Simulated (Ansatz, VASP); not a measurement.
# Ru in VASP and in Ansatz

```xyz
2
Lattice="2.6895 0.0000 0.0000 -1.3448 2.3292 0.0000 0.0000 0.0000 4.2519" Properties=species:S:1:pos:R:3 pbc="T T T"
Ru    0.0000    1.5528    1.0630
Ru    1.3448    0.7764    3.1889
```

Alike in both runs: functional PBEsol; k mesh 18 × 18 × 10; occupations gaussian, width 0.1 eV; no spin polarisation.

Ansatz relaxed the structure, and its values are those at the end. VASP's run is a single point on that final structure, the one shown.

|  | VASP | Ansatz |
| --- | --- | --- |
| version | VASP 6.6.1 | Ansatz 0.2.0 |
| potentials or method | VASP PAW PBE potentials, release 64 (Ru_pv) | scalar-relativistic, plane waves, PAW |
| plane-wave cutoff (eV) | 520 | 420 |
| valence electrons in the cell | 28 | 32 |

```tsv
	VASP	Ansatz	Ansatz less VASP
gap on the k mesh at the Fermi level (eV)	none	none	-
pressure (GPa)	0.0	0.0	+0.01
```

A gap of «none» marks a metal or a gap that the smearing closes. The two sets of potentials don't hold the same shells in valence.

Caveats: the PAW data sets were made with another functional, which shifts forces and pressure a little (VASP).
